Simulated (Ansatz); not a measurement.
Density of states of a Al7Co8 cell (a crystal with Al atoms taken out, relaxed), per eV and atom, broadened by Gaussian smearing of width 0.1 eV and averaged over bins of 0.2 eV, from 8 eV under the Fermi level at most up to where the solved bands end.

Computed with DFT PBE, scalar-relativistic, plane waves, PAW (Ansatz 0.2.0).

Settings: cutoff 420 eV, Γ-centred mesh 7×6×6 on the computed 15-atom cell, Gaussian smearing of 0.10 eV; no spin polarisation.

```
CELL_PARAMETERS angstrom
-0.00086 0.00102 -5.66855
5.63719 0.00686 -2.83342
-0.00678 -5.63845 -2.83326
ATOMIC_POSITIONS crystal
Al 0.50027 0.50091 0.50062
Al 0.25115 0.50108 0.99902
Al 0.74924 0.50072 0.00198
Al 0.25133 0.99917 0.50059
Al 0.74941 0.00232 0.50017
Al 0.50016 0.00087 0.00058
Al 0.00012 0.00083 0.00068
Co 0.48900 0.25545 0.25509
Co 0.00255 0.25572 0.25531
Co 0.24349 0.25522 0.74669
Co 0.75691 0.25457 0.74615
Co 0.24362 0.74688 0.25488
Co 0.75692 0.74644 0.25438
Co 0.51109 0.74658 0.74611
Co 0.99787 0.74617 0.74568
```

```
E − E_F (eV) total Co 3d Al 3p Al 3s Co 4s
       -7.95  0.153  0.005  0.061  0.051  0.032
       -7.75  0.150  0.005  0.060  0.051  0.030
       -7.55  0.135  0.006  0.056  0.045  0.025
       -7.35  0.163  0.008  0.067  0.057  0.027
       -7.15  0.172  0.010  0.073  0.057  0.027
       -6.95  0.152  0.010  0.064  0.052  0.023
       -6.75  0.170  0.013  0.069  0.060  0.024
       -6.55  0.266  0.024  0.107  0.094  0.034
       -6.35  0.189  0.020  0.074  0.069  0.022
       -6.15  0.230  0.030  0.089  0.083  0.024
       -5.95  0.232  0.033  0.086  0.088  0.020
       -5.75  0.252  0.044  0.092  0.092  0.019
       -5.55  0.255  0.053  0.093  0.086  0.019
       -5.35  0.225  0.053  0.088  0.062  0.019
       -5.15  0.269  0.071  0.103  0.069  0.022
       -4.95  0.336  0.102  0.117  0.088  0.023
       -4.75  0.385  0.122  0.138  0.092  0.026
       -4.55  0.256  0.085  0.096  0.052  0.019
       -4.35  0.275  0.090  0.112  0.046  0.023
       -4.15  0.249  0.082  0.104  0.037  0.022
       -3.95  0.354  0.130  0.144  0.042  0.033
       -3.75  0.434  0.169  0.169  0.052  0.037
       -3.55  0.431  0.190  0.161  0.040  0.033
       -3.35  0.642  0.321  0.229  0.043  0.040
       -3.15  0.780  0.430  0.266  0.037  0.037
       -2.95  0.756  0.453  0.230  0.034  0.028
       -2.75  0.781  0.493  0.213  0.032  0.031
       -2.55  0.996  0.695  0.232  0.023  0.029
       -2.35  1.508  1.137  0.290  0.020  0.027
       -2.15  1.219  0.983  0.183  0.010  0.018
       -1.95  1.439  1.201  0.188  0.005  0.020
       -1.75  1.254  1.046  0.159  0.005  0.020
       -1.55  1.373  1.192  0.119  0.004  0.028
       -1.35  1.411  1.285  0.069  0.003  0.023
       -1.15  1.834  1.688  0.080  0.005  0.029
       -0.95  2.787  2.596  0.109  0.007  0.031
       -0.75  2.763  2.573  0.107  0.009  0.028
       -0.55  2.209  2.049  0.090  0.010  0.024
       -0.35  1.653  1.523  0.078  0.008  0.017
       -0.15  0.696  0.594  0.067  0.006  0.010
        0.05  0.409  0.327  0.053  0.005  0.008
        0.25  0.296  0.227  0.045  0.003  0.008
        0.45  0.276  0.211  0.047  0.003  0.007
```

The columns after the total are the largest Löwdin projections on the valence shells of the potentials, so they needn't add up, and the weight of a shell that a potential lacks goes to other orbitals. The cell has no gap on the mesh.

Cost: 2 runs of about 9.4 core-minutes in all (earlier runs that led there not counted), on Intel Xeon Platinum 8488C (Sapphire Rapids) (shared hosts).